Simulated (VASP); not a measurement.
# GaAs (I-4m2) in VASP: notebook

Runs on GaAs. Level: r2SCAN. Tasks: single point.

All numbers are computed with VASP 6.6.1; they aren't measurements. Logs are shortened: lines on timing, memory, paths and dates and some standing lists are left out, and cuts for length are marked.

### 1 The cell of the first run

The structure is tetragonal, space group I-4m2 (No. 119). The conventional cell has a = 3.998 Å, b = 3.998 Å, c = 5.710 Å, α = 90.00°, β = 90.00°, γ = 90.00°. Around Ga (site symmetry -4m2) lie 4 As at 2.46 Å. As (site symmetry -4m2) has 4 Ga at 2.46 Å as nearest neighbours.

### 2 Single point, r2SCAN (strain +0.0100 x Voigt [0, 0, 1, 0, 0, 0], atoms carried along)

Input file POSCAR:

```
GaAs
1.0
    0.0000000000      2.8268500000      2.8551185000
    2.8268500000      0.0000000000      2.8551185000
    2.8268500000      2.8268500000      0.0000000000
Ga As
1 1
Direct
    0.0000000000      0.0000000000      0.0000000000
    0.7500000000      0.7500000000      0.7500000000
```

Input file INCAR.step1:

```
SYSTEM = GaAs
ALGO = Normal
EDIFF = 1E-4
ENCUT = 520
GGA = PE
ISMEAR = 0
LASPH = .TRUE.
LCHARG = .FALSE.
LREAL = .FALSE.
LWAVE = .TRUE.
NBANDS = 16
NELM = 100
PREC = Accurate
SIGMA = 0.05
```

Input file INCAR.step2:

```
SYSTEM = GaAs
ALGO = Normal
EDIFF = 1E-7
ENCUT = 520
ISIF = 2
ISMEAR = 0
ISTART = 1
LASPH = .TRUE.
LCHARG = .TRUE.
LELF = .TRUE.
LMIXTAU = .TRUE.
LREAL = .FALSE.
LVHAR = .TRUE.
LWAVE = .FALSE.
METAGGA = R2SCAN
NBANDS = 16
NELM = 100
PREC = Accurate
SIGMA = 0.05
```

Input file KPOINTS:

```
k-points
0
G
  8 8 8
  0 0 0
```

Potentials or basis: VASP PAW PBE potentials, release 64 (Ga_d, As).

Launch:

```bash
> cat potpaw_PBE.64/Ga_d/POTCAR potpaw_PBE.64/As/POTCAR > POTCAR
> cp INCAR.step1 INCAR
> mpirun -np 1 vasp_std > vasp.out
> cp INCAR.step2 INCAR
> mpirun -np 1 vasp_std > vasp.out
```

OUTCAR:

```text
SYSTEM = GaAs
   EDIFF = 1E-7
   ENCUT = 520
   ISIF = 2
   ISMEAR = 0
   ISTART = 1
   LASPH = .TRUE.
   LREAL = .FALSE.
   METAGGA = R2SCAN
   NELM = 100
   PREC = Accurate

 ion  position               nearest neighbor table
   1  0.000  0.000  0.000-   2 2.46   2 2.46   2 2.46   2 2.46
   2  0.750  0.750  0.750-   1 2.46   1 2.46   1 2.46   1 2.46

  LATTYP: Found a body centered tetragonal cell.
 ALAT       =     3.9977696088
 C/A-ratio  =     1.4283556980

  Lattice vectors:

 A1 = (  -2.8268500000,   0.0000000000,   2.8551185000)
 A2 = (   2.8268500000,   0.0000000000,   2.8551185000)
 A3 = (   0.0000000000,   2.8268500000,  -2.8551185000)

Analysis of symmetry for initial positions (statically):
=====================================================================
 Subroutine PRICEL returns:
 Original cell was already a primitive cell.

 Routine SETGRP: Setting up the symmetry group for a
 body centered tetragonal supercell.

 Subroutine GETGRP returns: Found  8 space group operations
 (whereof  8 operations were pure point group operations)
 out of a pool of 16 trial point group operations.

The static configuration has the point symmetry D_2d.

Analysis of symmetry for dynamics (positions and initial velocities):
=====================================================================
 Subroutine PRICEL returns:
 Original cell was already a primitive cell.

 Routine SETGRP: Setting up the symmetry group for a
 body centered tetragonal supercell.

 Subroutine GETGRP returns: Found  8 space group operations
 (whereof  8 operations were pure point group operations)
 out of a pool of 16 trial point group operations.

The dynamic configuration has the point symmetry D_2d.

 Subroutine INISYM returns: Found  8 space group operations
 (whereof  8 operations are pure point group operations),
 and found     1 'primitive' translations

----------------------------------------------------------------------------------------

                                     Primitive cell

  volume of cell :      45.6310

  direct lattice vectors                    reciprocal lattice vectors
     0.000000000  2.826850000  2.855118500    -0.176875321  0.176875321  0.175124080
     2.826850000  0.000000000  2.855118500     0.176875321 -0.176875321  0.175124080
     2.826850000  2.826850000  0.000000000     0.176875321  0.176875321 -0.175124080

  length of vectors
     4.017808180  4.017808180  3.997769609     0.305349310  0.305349310  0.305349310

  position of ions in fractional coordinates (direct lattice)
     0.000000000  0.000000000  0.000000000
     0.750000000  0.750000000  0.750000000

  ion indices of the primitive-cell ions
   primitive index   ion index
                 1           1
                 2           2

----------------------------------------------------------------------------------------

 KPOINTS: k-points

Automatic generation of k-mesh.
 Grid dimensions read from file:
 generate k-points for:    8    8    8

 Generating k-lattice:

  Cartesian coordinates                     Fractional coordinates (reciprocal lattice)
    -0.022109415  0.022109415  0.021890510     0.125000000  0.000000000  0.000000000
     0.022109415 -0.022109415  0.021890510     0.000000000  0.125000000  0.000000000
     0.022109415  0.022109415 -0.021890510     0.000000000  0.000000000  0.125000000

  Length of vectors
     0.038168664  0.038168664  0.038168664

  Shift w.r.t. Gamma in fractional coordinates (k-lattice)
     0.000000000  0.000000000  0.000000000

 Subroutine IBZKPT returns following result:
 ===========================================

 Found     59 irreducible k-points:

 Following reciprocal coordinates:
            Coordinates               Weight
  0.000000  0.000000  0.000000      1.000000
  0.125000  0.000000  0.000000      8.000000
  0.250000  0.000000  0.000000      8.000000
  0.375000  0.000000  0.000000      8.000000
  0.500000  0.000000  0.000000      4.000000
  0.125000  0.125000  0.000000      2.000000
[... 16 lines left out ...]
  0.250000  0.000000  0.125000     16.000000
  0.375000  0.000000  0.125000     16.000000
 [... further k-points ...]
   k-points           NKPTS =     59   k-points in BZ     NKDIM =     59   number of bands    NBANDS=     16
   number of dos      NEDOS =    301   number of ions     NIONS =      2
   total plane-waves  NPLWV =  27000
   dimension x,y,z NGX =    30 NGY =   30 NGZ =   30
   dimension x,y,z NGXF=    60 NGYF=   60 NGZF=   60
   ions per type =               1   1
   NGX,Y,Z   is equivalent  to a cutoff of  12.41, 12.41, 12.48 a.u.
   NGXF,Y,Z  is equivalent  to a cutoff of  24.83, 24.83, 24.95 a.u.
 SYSTEM =  GaAs
   PREC   = accura    normal or accurate (medium, high low for compatibility)
   ISTART =      1    job   : 0-new  1-cont  2-samecut
   ICHARG =      0    charge: 1-file 2-atom 10-const
   ISPIN  =      1    spin polarized calculation?
   LNONCOLLINEAR =      F non collinear calculations
   LSORBIT =      F    spin-orbit coupling
   LASPH  =      T    aspherical Exc in radial PAW
   ENCUT  =  520.0 eV  38.22 Ry    6.18 a.u.   7.47  7.47  7.43*2*pi/ulx,y,z
   NELM   =    100;   NELMIN=  2; NELMDL=  0     # of ELM steps
   EDIFF  = 0.1E-06   stopping-criterion for ELM
   LREAL  =      F    real-space projection
   EDIFFG = 0.1E-05   stopping-criterion for IOM
   NSW    =      0    number of steps for IOM
   IBRION =     -1    ionic relax: 0-MD 1-quasi-New 2-CG
   NFREE  =      0    steps in history (QN), initial steepest desc. (CG)
   ISIF   =      2    stress and relaxation
   ISYM   =      2    0-nonsym 1-usesym 2-fastsym
   POTIM  = 0.5000    time-step for ionic-motion
   TEBEG  =    0.0;   TEEND  =   0.0 temperature during run
   PSTRESS=    0.0 pullay stress
   NELECT =      18.0000    total number of electrons
   NUPDOWN=      -1.0000    fix difference up-down
   EMIN   =  10.00;   EMAX   =-10.00  energy-range for DOS
   EFERMI =   0.00;   METHOD = LEGACY
   ISMEAR =     0;   SIGMA  =   0.05  broadening in eV -4-tet -1-fermi 0-gaus
   EFERMI_NEDOS =   21; number of points for ismear=-14 and -15
   IALGO  =     38    algorithm
   IMIX   =      4    mixing-type and parameters
     AMIX     =   0.40;   BMIX     =  1.00
     AMIX_MAG =   1.60;   BMIX_MAG =  1.00
  volume/ion in A,a.u.               =      22.82       153.97
  Fermi-wavevector in a.u.,A,eV,Ry     =   1.200639  2.268879 19.613261  1.441534
  Thomas-Fermi vector in A             =   2.336470
   LORBIT       =      0    0 simple, 1 ext, 2 COOP (PROOUT), +10 PAW based schemes
   METAGGA = R2SCAN    functional components
   LHFCALC =     F    Hartree Fock is set to
   AEXX    =    0.0000 exact exchange contribution
   IVDW    =     0    specifies the selected vdW correction
   LEPSILON=     F    determine dielectric tensor
   LRPA    =     F    only Hartree local field effects (RPA)
 non-spin polarized calculation
 Gauss-broadening in eV      SIGMA  =   0.05
  energy-cutoff  :      520.00
  volume of cell :       45.63
 maximum number of plane-waves:      1251
 NGX is ok and might be reduce to    30
   NGX = 15   NGY = 15   NGZ = 15

 number of electron      17.9999990 magnetization

 Free energy of the ion-electron system (eV)
  ---------------------------------------------------
  ext. energy  EPLUGINS =         0.00000000
  ---------------------------------------------------
  free energy    TOTEN  =       -27.05259947 eV

  energy without entropy =      -27.05259947  energy(sigma->0) =      -27.05259947

 E-fermi :   3.8845     XC(G=0): -10.2077

 val. band max:        3.6060197000   @ k =   0.0000   0.0000   0.0000
 cond. band min:       4.5014756408   @ k =   0.0000   0.0000   0.0000
 fundamental gap:      0.8954559407
 Fermi energy:         3.8844871104

 k-point     1 :       0.0000    0.0000    0.0000
  band No.  band energies     occupation
      1     -11.6347      2.00000
      2     -11.6322      2.00000
      3     -11.6322      2.00000
      4     -11.5471      2.00000
      5     -11.5453      2.00000
      6      -9.5509      2.00000
[... 8 lines left out ...]
     15      14.0925      0.00000
     16      14.2910      0.00000

 k-point     2 :       0.1250    0.0000    0.0000
  band No.  band energies     occupation
      1     -11.6477      2.00000
      2     -11.6301      2.00000
      3     -11.6285      2.00000
      4     -11.5473      2.00000
      5     -11.5453      2.00000
      6      -9.3613      2.00000
[... 8 lines left out ...]
     15      13.2918      0.00000
     16      13.4320      0.00000

 k-point     3 :       0.2500    0.0000    0.0000
  band No.  band energies     occupation
      1     -11.6793      2.00000
      2     -11.6221      2.00000
      3     -11.6205      2.00000
      4     -11.5470      2.00000
      5     -11.5446      2.00000
      6      -8.8332      2.00000
[... 8 lines left out ...]
     15      13.1497      0.00000
     16      13.2021      0.00000

 k-point     4 :       0.3750    0.0000    0.0000
  band No.  band energies     occupation
      1     -11.7071      2.00000
      2     -11.6154      2.00000
      3     -11.6139      2.00000
      4     -11.5451      2.00000
      5     -11.5424      2.00000
      6      -8.1295      2.00000
[... 8 lines left out ...]
     15      14.3171      0.00000
     16      14.3654      0.00000
[... 324 lines left out ...]
 k-point    22 :       0.1250    0.0000    0.1250
  band No.  band energies     occupation
      1     -11.6551      2.00000
      2     -11.6273      2.00000
      3     -11.6252      2.00000
      4     -11.5498      2.00000
      5     -11.5436      2.00000
      6      -9.2967      2.00000
[... 8 lines left out ...]
     15      13.1114      0.00000
     16      14.4041      0.00000

 k-point    23 :       0.2500    0.0000    0.1250
  band No.  band energies     occupation
      1     -11.6806      2.00000
      2     -11.6196      2.00000
      3     -11.6174      2.00000
      4     -11.5522      2.00000
      5     -11.5418      2.00000
      6      -8.8786      2.00000
[... 8 lines left out ...]
     15      14.2512      0.00000
     16      14.3577      0.00000

 k-point    24 :       0.3750    0.0000    0.1250
  band No.  band energies     occupation
      1     -11.7064      2.00000
      2     -11.6132      2.00000
      3     -11.6104      2.00000
      4     -11.5515      2.00000
      5     -11.5403      2.00000
      6      -8.2154      2.00000
[... 8 lines left out ...]
     15      14.3862      0.00000
     16      15.1795      0.00000

 [... further k-points ...]

------------------------ aborting loop because EDIFF is reached ----------------------------------------

  FORCE on cell =-STRESS in cart. coord.  units (eV):
  Direction    XX          YY          ZZ          XY          YZ          ZX
  --------------------------------------------------------------------------------------
  -------------------------------------------------------------------------------------
  Total        0.0273166      0.0273166     -0.1633847      0.0000000      0.0000000      0.0000000
  in kB        0.9591302      0.9591302     -5.7367016      0.0000000      0.0000000      0.0000000
  external PRESSURE =      -1.2728137 kB  Pullay stress =       0.0000000 kB

 VOLUME and BASIS-vectors are now :
 -----------------------------------------------------------------------------
  energy-cutoff  :      520.00
  volume of cell :       45.63
      direct lattice vectors                 reciprocal lattice vectors
     0.000000000  2.826850000  2.855118500    -0.176875321  0.176875321  0.175124080
     2.826850000  0.000000000  2.855118500     0.176875321 -0.176875321  0.175124080
     2.826850000  2.826850000  0.000000000     0.176875321  0.176875321 -0.175124080

 POSITION                                       TOTAL-FORCE (eV/Angst)
 -----------------------------------------------------------------------------------
      0.00000      0.00000      0.00000         0.000000      0.000000      0.000000
      4.24027      4.24027      4.28268        -0.000000     -0.000000      0.000000
 -----------------------------------------------------------------------------------
    total drift:                               -0.000003     -0.000003      0.000005

  FREE ENERGIE OF THE ION-ELECTRON SYSTEM (eV)
  ---------------------------------------------------
  free  energy   TOTEN  =       -27.0525994654 eV

  energy  without entropy=      -27.0525994654  energy(sigma->0) =      -27.05259947
```

Wall time 2 min (1 thread of Intel Xeon Platinum 8488C (Sapphire Rapids), shared host); peak memory 0.19 GiB.

Results:

```yaml
Free_energy: -27.0526 eV
Pressure: -0.1 GPa
Band_gap_on_the_k_mesh: 0.90 eV, direct
```

Stress tensor (GPa, compression positive):
```
 0.10  0.00  0.00
 0.00  0.10  0.00
 0.00  0.00 -0.57
```

Caveat: the PAW data sets were made with another functional, which shifts forces and pressure a little. A k mesh can miss the band edges.

### 3 Single point, r2SCAN (strain -0.0200 x Voigt [0, 0, 1, 0, 0, 0], atoms carried along)

Input file POSCAR:

```
GaAs
1.0
    0.0000000000      2.8268500000      2.7703130000
    2.8268500000      0.0000000000      2.7703130000
    2.8268500000      2.8268500000      0.0000000000
Ga As
1 1
Direct
    0.0000000000      0.0000000000      0.0000000000
    0.7500000000      0.7500000000      0.7500000000
```

Input file INCAR.step1:

```
PREC = Accurate
ENCUT = 520
ISMEAR = 0
SIGMA = 0.05
LREAL = F
LASPH = T
NELM = 100
NBANDS = 16
GGA = PE
ALGO = Normal
EDIFF = 1E-4
LWAVE = T
LCHARG = F
```

Input file INCAR.step2:

```
PREC = Accurate
ENCUT = 520
EDIFF = 1E-6
ISMEAR = 0
SIGMA = 0.05
LREAL = F
LASPH = T
NELM = 100
ALGO = Normal
ISIF = 2
LWAVE = F
LCHARG = F
METAGGA = R2SCAN
LMIXTAU = T
NBANDS = 16
ISTART = 1
```

Input file KPOINTS:

```
Automatic mesh
0
Gamma
  8 8 8
```

Potentials or basis: VASP PAW PBE potentials, release 64 (Ga_d, As).

Launch:

```bash
> cat potpaw_PBE.64/Ga_d/POTCAR potpaw_PBE.64/As/POTCAR > POTCAR
> cp INCAR.step1 INCAR
> mpirun -np 1 vasp_std > vasp.out
> cp INCAR.step2 INCAR
> mpirun -np 1 vasp_std > vasp.out
```

Wall time 1.8 min (1 thread of Intel Xeon Platinum 8488C (Sapphire Rapids), shared host); peak memory 0.19 GiB.

It converged, with:

```yaml
Free_energy: -27.0423 eV
Pressure: 2.2 GPa
Band_gap_on_the_k_mesh: 1.08 eV, direct
```

Stress tensor (GPa, compression positive):
```
1.75 0.00 0.00
0.00 1.75 0.00
0.00 0.00 3.09
```

Levels at points of the mesh, in eV from the valence-band top:
```
           k point  band 5  band 6  band 7  band 8  band 9  band 10  band 11  band 12  band 13  band 14
(0.00, 0.00, 0.00)  -15.26  -13.44   -0.12   -0.12    0.00     1.08     3.93     3.99     3.99     8.25
(0.50, 0.00, 0.00)  -15.25  -11.52   -7.01   -1.38   -1.21     1.34     4.84     5.00     8.25    11.21
(0.50, 0.50, 0.00)  -15.24  -10.66   -7.09   -3.02   -3.02     1.55     1.72    10.95    10.95    11.97
(0.50, 0.00, 0.50)  -15.24  -10.75   -7.22   -2.89   -2.87     1.69     1.93    10.87    10.98    11.81
```

Caveat: the PAW data sets were made with another functional, which shifts forces and pressure a little. A k mesh can miss the band edges.

### 4 Single point, r2SCAN (strain +0.0300 x Voigt [0, 0, 1, 0, 0, 0], atoms carried along)

Input file POSCAR:

```
GaAs
1.0
    0.0000000000      2.8268500000      2.9116555000
    2.8268500000      0.0000000000      2.9116555000
    2.8268500000      2.8268500000      0.0000000000
Ga As
1 1
Direct
    0.0000000000      0.0000000000      0.0000000000
    0.7500000000      0.7500000000      0.7500000000
```

Input file INCAR.step1:

```
SYSTEM = GaAs
  PREC = Accurate
  ENCUT = 520
  ISMEAR = 0
  SIGMA = 0.05
  LREAL = .FALSE.
  LASPH = .TRUE.
  NELM = 100
  NBANDS = 16
  GGA = PE
  ALGO = Normal
  EDIFF = 1E-4
  LWAVE = .TRUE.
  LCHARG = .FALSE.
```

Input file INCAR.step2:

```
SYSTEM = GaAs
  PREC = Accurate
  ENCUT = 520
  EDIFF = 1E-7
  ISMEAR = 0
  SIGMA = 0.05
  LREAL = .FALSE.
  LASPH = .TRUE.
  NELM = 100
  ALGO = Normal
  ISIF = 2
  LWAVE = .FALSE.
  LCHARG = .FALSE.
  METAGGA = R2SCAN
  LMIXTAU = .TRUE.
  NBANDS = 16
  ISTART = 1
```

Input file KPOINTS:

```
Automatic mesh
0
G
  8 8 8
  0 0 0
```

Launch:

```bash
> cat potpaw_PBE.64/Ga_d/POTCAR potpaw_PBE.64/As/POTCAR > POTCAR
> cp INCAR.step1 INCAR
> mpirun -np 1 vasp_std > vasp.out
> cp INCAR.step2 INCAR
> mpirun -np 1 vasp_std > vasp.out
```

It took 1.8 min on 1 thread of Intel Xeon Platinum 8488C (Sapphire Rapids), shared host; peak memory 0.2 GiB.

Results (log left out):

| Item | Value |
| --- | --- |
| Free energy | -27.0428 eV |
| Pressure | -1.5 GPa |
| Band gap on the k mesh | 0.69 eV, direct |

Stress tensor (GPa, compression positive):
```
-0.80  0.00  0.00
 0.00 -0.80  0.00
 0.00  0.00 -2.84
```

Levels at points of the mesh, in eV from the valence-band top:
| k point | band 7 | band 8 | band 9 | band 10 | band 11 | band 12 |
| --- | --- | --- | --- | --- | --- | --- |
| (0.00, 0.00, 0.00) | -0.18 | 0.00 | 0.00 | 0.69 | 3.95 | 3.95 |
| (0.50, 0.00, 0.00) | -6.71 | -1.32 | -1.07 | 1.20 | 4.84 | 5.02 |
| (0.50, 0.50, 0.00) | -7.03 | -2.60 | -2.60 | 1.88 | 2.09 | 10.54 |
| (0.50, 0.00, 0.50) | -6.85 | -2.80 | -2.78 | 1.69 | 1.80 | 10.43 |

Caveat: the PAW data sets were made with another functional, which shifts forces and pressure a little.

### 5 Summary

| cell | gap on the mesh (eV) | pressure (GPa) |
| --- | --- | --- |
| strain +0.0100 x Voigt [0, 0, 1, 0, 0, 0], atoms carried along | 0.90 | -0.1 |
| strain -0.0200 x Voigt [0, 0, 1, 0, 0, 0], atoms carried along | 1.08 | 2.2 |
| strain +0.0300 x Voigt [0, 0, 1, 0, 0, 0], atoms carried along | 0.69 | -1.5 |

Alike in all rows: task single point; level r2SCAN; potentials or basis VASP PAW PBE potentials, release 64 (Ga_d, As); no spin polarisation; k mesh 8 × 8 × 8; cutoff (eV) 520; smearing gaussian 0.05 eV.

Caveats: the PAW data sets were made with another functional, which shifts forces and pressure a little.

Total energies depend on the potentials used, so only differences within one code and one set of settings carry meaning.
